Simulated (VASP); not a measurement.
Runs of VASP 6.6.1 on Bi. The structure is cubic, space group Im-3m (No. 229). The conventional cell has a = 3.963 Å, b = 3.963 Å, c = 3.963 Å, α = 90.00°, β = 90.00°, γ = 90.00°. Bi (site symmetry m-3m) is surrounded by 8 Bi at 3.43 Å. This isn't the form of Bi at room conditions, which is rhombohedral.

```tsv
task	level	spin	fixed moment (μB)	cell	k mesh	cutoff (eV)	smearing	exchange at q = 0	grid for exact exchange (PRECFOCK)	mesh quality	gap on the mesh (eV)	pressure (GPa)	moment (μB)
single point	PBE	non-collinear, typed start, SOC	-	Im-3m, 31.12 Å³/atom	7 × 7 × 7	520	methfessel-paxton 0.025 eV	-	-	not flagged	-	2.3	0.00
single point	revPBE	collinear, typed start	1.0	Im-3m, 31.12 Å³/atom	9 × 9 × 9	520	methfessel-paxton 0.01 eV	-	-	not flagged	-	5.9	1.00
single point	B3LYP5	off	-	Im-3m, 30.49 Å³/atom	5 × 5 × 5	520	fermi-dirac 0.05 eV	truncated	Normal	coarse	none	(a)	-
relaxation of cell and atoms	PBE	non-collinear, zero start, SOC	-	relaxed	9 × 9 × 9	600	fermi-dirac 0.05 eV	-	-	not flagged	-	0.0	0.00
single point	PBE	non-collinear, zero start, SOC	-	Im-3m, 32.54 Å³/atom	9 × 9 × 9	520	fermi-dirac 0.05 eV	-	-	not flagged	-	-0.1	0.00
single point	PBE	off	-	Im-3m, 31.12 Å³/atom	9 × 9 × 9	520	fermi-dirac 0.05 eV	-	-	not flagged	none	(b)	-
single point	PBE	off	-	volume scaled by 1.02	9 × 9 × 9	520	fermi-dirac 0.05 eV	-	-	not flagged	none	-0.2	-
single point	B3LYP5	off	-	Im-3m, 31.74 Å³/atom	5 × 5 × 5	520	fermi-dirac 0.05 eV	truncated	Normal	coarse	none	0.7	-
```

Alike in all rows: potentials or basis VASP PAW PBE potentials, release 64 (Bi_d).

**Question.** Estimate the missing entries.

**Answer.** (a) 3.1; (b) 0.8.

Caveats: some runs use coarse meshes; spin-orbit coupling is left out, which moves the levels of the heavy elements (some runs); the PAW data sets were made with another functional, which shifts forces and pressure a little (some runs); the total moment is fixed, so each spin has its own Fermi level (some runs).

A k mesh can miss the band edges, and rows without SOC leave out spin-orbit coupling on Bi.

A gap of «none» marks a metal or a gap under the smearing width.
